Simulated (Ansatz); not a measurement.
NbAs:

```
Nb As
1.0
    -1.72585    1.72585    5.84000
     1.72585   -1.72585    5.84000
     1.72585    1.72585   -5.84000
Nb As
2 2
Direct
  0.50000 0.00000 0.50000
  0.75000 0.75000 0.00000
  0.91600 0.41600 0.50000
  0.16600 0.16600 0.00000
```

Base run:

- Program: Ansatz 0.2.0
- Functional: PBEsol
- Potentials or basis: Ansatz PAW
- Cutoff: 420 eV
- Density cutoff: 1680 eV
- k mesh: 11 × 11 × 11
- Occupations: fermi-dirac, width 0.05 eV
- Spin: no spin polarisation
- Hubbard terms: Nb d U = 4 eV

Its results: band gap on the k mesh none (metal or under the smearing width); pressure -0.9 GPa; largest force 0.271 eV/Å.

The run is repeated on the same cell with these changes: hubbard terms from Nb d U = 4 eV to none; hubbard projectors from ortho-atomic (the default) to none. What comes out?

Band gap on the k mesh none (metal or under the smearing width); pressure -2.3 GPa; largest force 0.288 eV/Å.

Caveats: the PAW data sets come from PBE, with cores solved anew for the run's functional, which leaves a small shift of forces and pressure; U without spin polarisation on a metal has little footing (some runs); the U is typed as a test and isn't derived for this compound (some runs).

Not every run made on this cell is shown here.
